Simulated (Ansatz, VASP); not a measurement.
**PtSe2 in two plane-wave programs**

One calculation is typed for both programs; each brings its own data sets. How far apart do they land? The structure shown is the start of the Ansatz relaxation below; VASP solves that cell, so the two are compared at the walk's first step.

Main program and level: Ansatz 0.2.0; plane waves, with VASP 6.6.1 beside it; single point at RPBE.

## 1. Set-up

The cell holds 3 atoms: 1 Pt and 2 Se. Its edges and angles: a = 3.724 Å, b = 3.724 Å, c = 28.862 Å, α = 90.0°, β = 90.0°, γ = 120.0°. It derives from PtSe2. As first built, before any earlier steps moved the atoms (in the runner's words): one layer cut from layered PtSe2 (space group P-3m1). Vacuum lies along c. The height across the vacuum is the one that the program set for its solve, not the one typed.

## 2. Ansatz: relaxation, RPBE

Ansatz runs on its default PAW (the set named soft_2) files.

The two programs are compared at the cell with which this relaxation starts, whose forces are those of its first step.

input.yaml reads:

```yaml
crystal:
  lattice:
    - [3.7239999979, 0.0, 0.0]
    - [-1.8619999989, 3.2250786018, 0.0]
    - [0.0, 0.0, 18.531]
  atoms:
    - { symbol: Pt, position: [0.3333333333, 0.6666666667, 0.5] }
    - { symbol: Se, position: [0.0, 0.0, 0.56829097] }
    - { symbol: Se, position: [0.6666666667, 0.3333333333, 0.43170903] }
  periodic: [true, true, false]
kpoints:
  mp_grid: { grid: [7, 7, 1] }
scf:
  occupations: { method: fermi_dirac, width: 0.05 }
hamiltonian:
  xc: rpbe
output:
  forces: true
  stress: true
relax:
  f_tol: 0.02
  max_steps: 50
  cell: {}
```

On the command line:

```console
$ ansatz run input.yaml --threads 1 --pin off --max-ram 4096MiB --backend cpu --events-out ev --progress --plain --runs-dir out
```

Numbers of over 12 decimals in the logs are rounded to 6 here.

What it wrote:

```text
Warning: crystal.periodic: the lattice vector that does not repeat stood 0.000° off the slab's normal, 18.531 Å along it as the deck builds it. The run solves the slab on a vector along the normal, 28.862 Å long, with every atom where it was (on the deck's vector they left 16.00 Å outside them, and the widest stretch free of ions among them is 1.27 Å). A fractional position that the run reports is one of the run's ce [...]
crystal.periodic: the lattice vector that does not repeat stood 0.000° off the slab's normal, 18.531 Å along it as the deck builds it. The run solves the slab on a vector along the normal, 28.862 Å long, with every atom where it was (on the deck's vector they left 16.00 Å outside them, and the widest stretch free of ions among them is 1.27 Å). A fractional position that the run reports is one of the run's cell, which [...]
Engine: ansatz 0.2.0, x86_64-unknown-linux-gnu
Pseudopotentials: kind: paw
Pseudopotential: Pt, paw, valence charge 18, recommended cutoff 420 eV (normal), Pt.paw.azcp
Pseudopotential: Se, paw, valence charge 16, recommended cutoff 420 eV (normal), Se.paw.azcp
Functional definition: RPBE
  parameter kappa = 0.804
  parameter beta = 0.066725
  exchange = rpbe_x(kappa = kappa, mu = beta*pi^2/3)
  correlation = pbe_c(beta = beta)
Crystal: 3 atoms, lattice volume = 346.638 Å³
Basis set: ecut = 420 eV, 6817 PW (Γ), exchange–correlation on 50×50×400 points (8 copies of the dense FFT grid, shifted against one another)
Bands: 30, of which v1, the nominal top of the filled ones, is band 25 counted from 1 (24 counted from 0)
Symmetry: 12 space group operations
Space group: P-3m1 (ITA 164), of the structure as read, at distance tolerance 7.0e-5 Å
k-points: 8 of 49
Non-local potential: Pt, projectors of the file, l = 0: 3, l = 1: 2, l = 2: 2, l = 3: 1
Non-local potential: Se, projectors of the file, l = 0: 2, l = 1: 2, l = 2: 3, l = 3: 1
PAW form: soft (Blöchl's): semilocal exchange-correlation on the pseudo side does not see the compensation charge
PAW frozen core: Pt, regenerated for the run's functional, and the local potential with it (the file was generated under x = pbe(κ = 0.804, μ = 0.219515), c = pbe(β = 0.066725))
PAW frozen core: Se, regenerated for the run's functional, and the local potential with it (the file was generated under x = pbe(κ = 0.804, μ = 0.219515), c = pbe(β = 0.066725))
PAW one-centre angular grid: Pt, 590 points (default); XC on 64 Gauss nodes
PAW one-centre angular grid: Se, 590 points (default); XC on 64 Gauss nodes
Initial density: superposition of atomic densities (neutral atoms: chi_scale 0, normalization atom), corrected by the library's trained network
Initial wavefunctions: pseudopotential atomic-orbital guess
Functional: x = rpbe, c = pbe(β = 0.066725)
[...]
SCF iter   6: F=—  HF=-23488.254438 eV  |F-HF|=—  |Δ(HF+E_count)|=   1.41e-5  Δρ=2.04e-5  dr2=1.81e-6  ethr=1.29e-7  ⟨swp⟩=2.9  Hψ=414  notcnv=0
SCF iter   7: F=-23488.254439 eV  HF=-23488.254439 eV  |F-HF|=6.73e-8  |Δ(HF+E_count)|=   1.01e-6  Δρ=2.89e-6  dr2=2.92e-8  ethr=6.00e-10  ⟨swp⟩=7.0  Hψ=1104  notcnv=0
SCF 2 converged in 7 iterations: F = -23488.254439 eV  dr2 = 2.92e-8
relax step   2: F+E_penalty+E_count = -23488.25443869 eV  Δ(F+E_penalty+E_count) = -3.180e-2 eV  max|allowed force component| = 6.538e-1 eV/Å  Δτ_max = 0.1190 Å  P = -1.179 N/m  Ω = 352.763 Å³  energy of the carried Pulay correction = -2.224e-4 eV  fix = [c, alpha, beta]  reactions: c -0.000 N/m  (7 SCF iters, dr2 threshold 3.00e-7 eV, accepted)
[...]
relax step   3: F+E_penalty+E_count = -23488.29847797 eV  Δ(F+E_penalty+E_count) = -4.404e-2 eV  max|allowed force component| = 5.653e-2 eV/Å  Δτ_max = 0.0674 Å  P = -0.057 N/m  Ω = 355.969 Å³  energy of the carried Pulay correction = -3.372e-4 eV  fix = [c, alpha, beta]  reactions: c -0.000 N/m  (7 SCF iters, dr2 threshold 3.00e-7 eV, accepted)
[...]
relax step   4: F+E_penalty+E_count = -23488.29882123 eV  Δ(F+E_penalty+E_count) = -3.433e-4 eV  max|allowed force component| = 3.478e-3 eV/Å  Δτ_max = 0.0072 Å  P = +0.025 N/m  Ω = 356.553 Å³  energy of the carried Pulay correction = -3.580e-4 eV  fix = [c, alpha, beta]  reactions: c +0.000 N/m  (5 SCF iters, dr2 threshold 2.00e-7 eV, accepted)
[...]
relax step   5: F+E_penalty+E_count = -23488.29915434 eV  Δ(F+E_penalty+E_count) = -3.331e-4 eV  max|allowed force component| = 3.307e-3 eV/Å  Δτ_max = 0.0000 Å  P = +0.023 N/m  Ω = 356.553 Å³  fix = [c, alpha, beta]  reactions: c +0.000 N/m  stress off target by 2.30e-2 N/m on what of the cell is left free  SCF on the basis re-selected at this cell (its energy is not comparable with the rows above)  (9 SCF iters)
basis re-selected at this cell: Δ(F+E_penalty+E_count) = -3.331e-4 eV, ΔP = -0.002 N/m vs the last step (what re-selecting the basis moved, of the pressure what is left beyond the Pulay correction that the steps carried, after the strain that the cell walked since its last selection, with what the two solves' SCF thresholds leave and, on support functions, any second-order correction that the steps lacked; it is no measure of the basis error at this ecutwfc). The dense FFT grid was sized anew with the basis: this SCF ran on 27×27×200 points, the steps before it on 25×25×200, so part of this shift can come from that change (see relax.cell in the input reference). [rest of the remark cut]
SCF converged after 9 iterations
Free energy (F): -23488.299154 eV
Harris-Foulkes:  -23488.299154 eV  (|F-HF|=1.02e-10)
Internal energy: -23488.299154 eV  (E = F + TS)
E sigma→0 (E₀):  -23488.299154 eV
Entropy (-TS):   -0.000000 eV (-0.000 meV/atom)
Fermi energy:    -4.884750 eV
--- Per-component energies (eV) ---
  E_band       = -1840.329785
  E_kinetic    = 870.950928
  E_local      = -114662.851865  (includes V_loc(G=0)·N_el)
  E_nonlocal   = -994.884797
  E_hartree    = 56645.902879
  E_xc         = -469.580983
  E_vxc        = -497.231135  (∫ρ·V_xc dr)
  E_paw        = -13302.185379  (= ΣΔE_a)
  E_vpaw       = 151.882490  (= ΣTr[D̂ρ^β])
  E_aug_tail   = -0.000989  (compensation charges beyond the density's cutoff)
  E_ewald      = 48424.937573
  E_core_change = -0.586519  (= ΣΔE_core)
  E_smearing   = -0.000000  (= −TS)
  E_closure    = -0.000000  (closes the sum)
  Σ components = -23488.299154   (vs F -23488.299154, Δ=0.00e0)
--- Forces (eV/Å), atoms counted from 1 ---
  atom   1  Pt     0.00000000     0.00000000     0.00000000
  atom   2  Se     0.00000000     0.00000000     0.00330715
  atom   3  Se    -0.00000000     0.00000000    -0.00330715
  max |Σ_I F_I| component: 2.31e-18 eV/Å
--- 2D stress c σ (N/m, compression-positive) ---
        0.023022       0.000000       0.000000
        0.000000       0.023022      -0.000000
        0.000000      -0.000000       0.000000
  P = ½ c Tr σ = 0.0230 N/m
--- Relaxed structure (4 steps of the walk, 4 accepted, 1 SCFs on fresh bases) ---
  F+E_penalty+E_count = -23488.29915434 eV   max|allowed force component| = 3.307e-3 eV/Å   (the final SCF, on the basis selected at the relaxed cell)
  cell:  # Å, volume = 356.5535 Å³
    - [3.776886, -2.9277390215618876e-11, 0]
    - [-1.888443, 3.270879, 0]
    - [0, 0, 28.86199986028]
  atoms:
    - { symbol: Pt, position: [0.333333, 0.666667, 0.321028] }
    - { symbol: Se, position: [4.406932124967122e-19, 0, 0.366411] }
    - { symbol: Se, position: [0.666667, 0.333333, 0.275645] }
```

## 3. VASP: single point, RPBE, start cell

The same cell, functional, mesh and smearing now go to VASP, with its own data sets.

Lines of VASP's logs that name or quote its potential files are left out, and so is its time.

INCAR reads:

```
SYSTEM = PtSe2
PREC = Accurate
ENCUT = 400
EDIFF = 1E-06
NELM = 120
ISMEAR = -1
SIGMA = 0.05
LREAL = .FALSE.
ALGO = Normal
GGA = RP
NBANDS = 17
LASPH = .TRUE.
LORBIT = 11
LWAVE = .FALSE.
LCHARG = .FALSE.
ISIF = 2
LDIPOL = .TRUE.
IDIPOL = 3
DIPOL = 0.5 0.5 0.321
LVHAR = .TRUE.
GGA_COMPAT = .FALSE.
EFERMI = MIDGAP
NELMDL = -8
```

POSCAR reads:

```
PtSe2
1.0
    3.7240000000      0.0000000000      0.0000000000
   -1.8620000000      3.2250790000      0.0000000000
    0.0000000000      0.0000000000     28.8620000000
Pt Se
1 2
Direct
    0.3333332300      0.6666664600      0.3210276488
    0.0000000000      0.0000000000      0.3648742291
    0.6666666150      0.3333332300      0.2771810685
```

KPOINTS reads:

```
Automatic mesh
0
Gamma
7 7 1
0 0 0
```

PAW data sets: Pt and Se (PBE family, release 64).

On the command line:

```console
$ mpirun -np 1 vasp_std
```

What it wrote:

```text
[banner, memory and clock lines left out]
running    1 mpi-ranks, on    1 nodes
 distrk:  each k-point on    1 cores,    1 groups
 distr:  one band on    1 cores,    1 groups

 POSCAR found type information on POSCAR PtSe
 POSCAR found :  2 types and       3 ions
|                                                                             |
|               ----> ADVICE to this user running VASP <----                  |
|                                                                             |
|     You enforced a specific xc type in the INCAR file but a different       |
|     [... a line on the potential file left out ...]
|     I HOPE YOU KNOW WHAT YOU ARE DOING!                                     |
|                                                                             |

 LDA part: xc-table for (Slater+PW92), standard interpolation
 POSCAR, INCAR and KPOINTS ok, starting setup
 FFT: planning ... GRIDC
 FFT: planning ... GRID_SOFT
 FFT: planning ... GRID
 WAVECAR not read
 entering main loop
       N       E                     dE             d eps       ncg     rms          rms(c)
DAV:   1     0.162839476504E+03    0.16284E+03   -0.60219E+03   272   0.737E+02
DAV:   2     0.455790623381E+01   -0.15828E+03   -0.15069E+03   445   0.150E+02
DAV:   3    -0.135557859898E+02   -0.18114E+02   -0.18013E+02   347   0.648E+01
DAV:   4    -0.138094977083E+02   -0.25371E+00   -0.25341E+00   327   0.929E+00
DAV:   5    -0.138152416147E+02   -0.57439E-02   -0.57433E-02   404   0.123E+00
DAV:   6    -0.138153462934E+02   -0.10468E-03   -0.10465E-03   366   0.164E-01
DAV:   7    -0.138153512372E+02   -0.49438E-05   -0.49436E-05   405   0.313E-02
DAV:   8    -0.138153513585E+02   -0.12134E-06   -0.12150E-06   349   0.379E-03    0.128E+01
DAV:   9    -0.132037341822E+02    0.61162E+00   -0.45829E+00   316   0.196E+01    0.721E+00
DAV:  10    -0.130932098438E+02    0.11052E+00   -0.13479E+00   303   0.111E+01    0.327E+00
DAV:  11    -0.130406756919E+02    0.52534E-01   -0.11817E-01   352   0.346E+00    0.674E-01
DAV:  12    -0.130381107503E+02    0.25649E-02   -0.28839E-02   362   0.137E+00    0.205E-01
DAV:  13    -0.130382359412E+02   -0.12519E-03   -0.12921E-03   303   0.241E-01    0.215E-01
DAV:  14    -0.130382095368E+02    0.26404E-04   -0.37749E-05   386   0.499E-02    0.218E-01
[...]
DAV:  20    -0.130385635420E+02    0.39846E-03   -0.10124E-03   349   0.148E-01    0.561E-02
DAV:  21    -0.130385677386E+02   -0.41967E-05   -0.47037E-05   304   0.336E-02    0.883E-03
DAV:  22    -0.130385845776E+02   -0.16839E-04   -0.13988E-05   322   0.167E-02    0.215E-02
DAV:  23    -0.130386117583E+02   -0.27181E-04   -0.40353E-06   240   0.931E-03    0.144E-02
DAV:  24    -0.130386189244E+02   -0.71660E-05   -0.46362E-06   370   0.104E-02    0.233E-03
DAV:  25    -0.130386245889E+02   -0.56645E-05   -0.72635E-07   230   0.343E-03    0.147E-03
DAV:  26    -0.130386273334E+02   -0.27444E-05   -0.39627E-07   269   0.303E-03    0.329E-03
DAV:  27    -0.130386280712E+02   -0.73786E-06   -0.47892E-08   300   0.116E-03
   1 F= -.13038628E+02 E0= -.13038628E+02  d E =-.764835E-07
```

Parts of OUTCAR (step 3):

```text
ion  position               nearest neighbor table
   1  0.333  0.667  0.321-   2 2.49   3 2.49   3 2.49   2 2.49   2 2.49   3 2.49
   2  0.000  0.000  0.365-   1 2.49   1 2.49   1 2.49
   3  0.667  0.333  0.277-   1 2.49   1 2.49   1 2.49

  LATTYP: Found a hexagonal cell.
 ALAT       =     3.7240000000
 C/A-ratio  =     7.7502685285

 Subroutine GETGRP returns: Found 12 space group operations
 (whereof  6 operations were pure point group operations)

The static configuration has the point symmetry C_3v.
 The point group associated with its full space group is D_3d.

 Found      8 irreducible k-points:

   k-points           NKPTS =      8   k-points in BZ     NKDIM =      8   number of bands    NBANDS=     17

   dimension x,y,z NGX =    24 NGY =   24 NGZ =  192
   dimension x,y,z NGXF=    48 NGYF=   48 NGZF=  384

   ENCUT  =  400.0 eV  29.40 Ry    5.42 a.u.   6.07  6.07 47.07*2*pi/ulx,y,z

   NELECT =      22.0000    total number of electrons

 k-points in reciprocal lattice and weights: Automatic mesh
   0.00000000  0.00000000  0.00000000       0.020
   0.14285714  0.00000000  0.00000000       0.122
   0.28571429  0.00000000  0.00000000       0.122
   0.42857143  0.00000000  0.00000000       0.122
   0.14285714  0.14285714  0.00000000       0.122
   0.28571429  0.14285714  0.00000000       0.245
   0.42857143  0.14285714  0.00000000       0.122
   0.28571429  0.28571429  0.00000000       0.122

 dipolmoment           0.000000      0.000000      0.000003 electrons x Angstroem

 average (electrostatic) potential at core
       1 -77.9279       2 -61.8826       3 -61.8826

 E-fermi :  -2.8550

 k-point     1 :       0.0000    0.0000    0.0000
  band No.  band energies     occupation
    ...
      7      -6.6384      2.00000
      8      -4.8298      2.00000
      9      -4.2179      2.00000
     10      -3.7365      2.00000
     11      -3.7365      2.00000
     12      -0.5714      0.00000
     13      -0.5714      0.00000
     14       0.8800      0.00000
     15       1.3824      0.00000
     16       1.9525      0.00000
    ...

 k-point     2 :       0.1429    0.0000    0.0000
  band No.  band energies     occupation
    ...
      7      -6.7833      2.00000
      8      -5.4822      2.00000
      9      -3.8867      2.00000
     10      -3.8059      2.00000
     11      -3.7785      2.00000
     12      -1.6946      0.00000
     13      -0.8501      0.00000
     14       1.4356      0.00000
     15       1.7028      0.00000
     16       2.2881      0.00000
    ...

 k-point     3 :       0.2857    0.0000    0.0000
  band No.  band energies     occupation
    ...
      7      -6.8698      2.00000
      8      -5.9692      2.00000
      9      -4.5864      2.00000
     10      -4.3270      2.00000
     11      -3.9388      2.00000
     12      -2.0744      0.00000
     13      -0.9780      0.00000
     14       1.6493      0.00000
     15       2.4852      0.00000
     16       2.5838      0.00000
    ...

  Total        2.8050975      2.8050982      2.1719367      0.0000000     -0.0000000     -0.0000000
  in kB       12.9652859     12.9652891     10.0387882      0.0000000     -0.0000000     -0.0000000
  external PRESSURE =      11.9897877 kB  Pullay stress =       0.0000000 kB

  energy-cutoff  :      400.00
  volume of cell :      346.64
      direct lattice vectors                 reciprocal lattice vectors
     3.724000000  0.000000000  0.000000000     0.268528464  0.155034962  0.000000000
    -1.862000000  3.225079000  0.000000000     0.000000000  0.310069924  0.000000000
     0.000000000  0.000000000 28.862000000     0.000000000  0.000000000  0.034647634

 POSITION                                       TOTAL-FORCE (eV/Angst)
 -----------------------------------------------------------------------------------
      0.00000      2.15005      9.26550         0.000000      0.000000      0.000000
      0.00000      0.00000     10.53100        -0.000000      0.000000      0.865720
      1.86200      1.07503      8.00000         0.000000      0.000000     -0.865720
 -----------------------------------------------------------------------------------
    total drift:                                0.000000      0.000271     -0.000026

  FREE ENERGIE OF THE ION-ELECTRON SYSTEM (eV)
  ---------------------------------------------------
  free  energy   TOTEN  =       -13.0386280712 eV

  energy  without entropy=      -13.0386279947  energy(sigma->0) =      -13.03862803

 vacuum level on the upper side and lower side of the slab         1.958         1.958

 total charge
# of ion       s       p       d       tot
------------------------------------------
    1        0.693   0.740   8.016   9.449
    2        1.475   2.271   0.062   3.808
    3        1.475   2.271   0.062   3.808
--------------------------------------------------
tot          3.642   5.283   8.140  17.064

[... 3 further parts left out ...]
```

## 4. Side by side

Known differences besides the potentials themselves: Ansatz cuts the interaction across the vacuum, VASP repeats the sheet with a dipole correction; the data sets hold 50 valence electrons in Ansatz (on its default PAW (the set named soft_2) files) and 22 in VASP; the cutoff is 420 eV in Ansatz and 400 eV in VASP; Ansatz makes its cores anew for this functional, VASP keeps those of its PBE data sets. Total energies have different zeros and are not compared.

Forces (eV/Å; atoms numbered as in POSCAR):

```tsv
atom	Ansatz x, y, z	VASP x, y, z
Pt1	0.000, 0.000, 0.000	0.000, 0.000, 0.000
Se2	0.000, 0.000, 0.869	0.000, 0.000, 0.866
Se3	0.000, 0.000, -0.869	0.000, 0.000, -0.866
```

The forces differ by 1.7 meV/Å r.m.s., which is 0.4 % of the r.m.s. force of 0.408 eV/Å (both taken over all components). With vacuum in the cell, a pressure given here is an average over mostly empty space and none of the material.

## 5. Results

| Property | Result |
| --- | --- |
| r.m.s. force difference (single point, RPBE, start cell) | 0.42 % of the r.m.s. force |

What this shows: The r.m.s. force difference is 0.42 % of the r.m.s. force (single point, RPBE, start cell), within the 3 % picked in this series as the mark of a large difference. The data sets hold unlike numbers of valence electrons (50 in Ansatz and 22 in VASP), so part of the differences comes from the potentials. 1 further run of this series is not shown here. How closely two codes agree says nothing of how well the functional describes the real material.

[Lines on the potential files, build, host, timing and source positions are cut from VASP's logs without a mark.]

[Logs are printed without paths, hosts, clocks, repeated set-up lines and the standing remarks that a program may print on its own settings, such as how far it seeks lower states.]

[Hosts, paths, dates, database ids (printed as entryN), source tags and the programs' standing remarks are cut or masked in the printed files.]
